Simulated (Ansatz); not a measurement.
# GaN (rocksalt type): the cost of one run

Computed with Ansatz 0.2.0 (DFT, PBE, all-electron LAPW, scalar-relativistic, unless a step's input says otherwise).

## (1) Starting point

Symmetry: Fm-3m, No. 225, cubic system. The conventional cell has a = 4.166 Å, b = 4.166 Å, c = 4.166 Å, α = 90.00°, β = 90.00°, γ = 90.00°. Ga (site symmetry m-3m) is surrounded by 6 N at 2.08 Å. N (site symmetry m-3m) has 6 Ga at 2.08 Å as nearest neighbours.

Structure file:

```
CELL_PARAMETERS angstrom
0.00000 2.08312 2.08312
2.08312 0.00000 2.08312
2.08312 2.08312 0.00000
ATOMIC_POSITIONS crystal
Ga 0.00000 0.00000 0.00000
N 0.50000 0.50000 0.50000
```

Atoms are numbered in the order of the input: Ga1, N2.

## (2) Rocksalt relaxed under pressure, LAPW

Contents of input.yaml:

```yaml
crystal:
  lattice:
    - [0.0, 2.0831165341, 2.0831165341]
    - [2.0831165341, 0.0, 2.0831165341]
    - [2.0831165341, 2.0831165341, 0.0]
  atoms:
    - { symbol: Ga, position: [0.0, 0.0, 0.0] }
    - { symbol: "N", position: [0.5, 0.5, 0.5] }
kpoints:
  mp_grid: { grid: [16, 16, 16] }
scf:
  occupations: { method: fermi_dirac, width: 0.08 }
hamiltonian:
  xc: pbe
  pseudopotentials: { kind: all_electron, lapw: { basis_error: 0.0005 } }
output:
  forces: true
  stress: true
  eigenvalues: true
relax:
  f_tol: 0.005
  max_steps: 12
  cell: { p_target: 18.0, stress_tol: 0.03 }
```

Launch:

```bash
ansatz run input.yaml --threads 1 --pin off --max-ram 3584MiB --backend cpu --events-out ev --progress --plain --runs-dir out
```

**Question.** How long does this run take on 1 thread of Arm Neoverse V1, shared host, and how much memory does it need?

About 38 s, with a peak of 0.52 GiB.
